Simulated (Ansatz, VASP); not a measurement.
WC: VASP beside Ansatz

```
W C
1.0
     2.98415    0.00000    0.00000
    -1.49208    2.58435    0.00000
     0.00000    0.00000    2.89025
W C
1 1
Direct
  0.00000 0.00000 0.00000
  0.66667 0.33333 0.50000
```

Alike in both runs: functional r2SCAN; k mesh 14 × 14 × 12; occupations gaussian, width 0.05 eV; no spin polarisation.

Ansatz relaxed the structure, and its values are those at the end. VASP's run is a single point on that final structure, the one shown.

|  | VASP | Ansatz |
| --- | --- | --- |
| version | VASP 6.6.1 | Ansatz 0.2.0 |
| potentials or method | VASP PAW PBE potentials, release 64 (W_sv, C) | scalar-relativistic, plane waves, PAW |
| plane-wave cutoff (eV) | 520 | 500 |
| valence electrons in the cell | 18 | 18 |

|  | VASP | Ansatz | Ansatz less VASP |
| --- | --- | --- | --- |
| gap on the k mesh at the Fermi level (eV) | none | none | - |
| pressure (GPa) | -22.1 | -23.6 | -1.44 |

A gap of «none» marks a metal or a gap that the smearing closes.

Caveats: so large a pressure means that the cell lies far from this level's equilibrium, or that cutoff or potentials fall short (VASP); the potentials were made for another functional, which shifts forces and pressure (VASP). Spin-orbit coupling is left out, which matters for the levels of W.
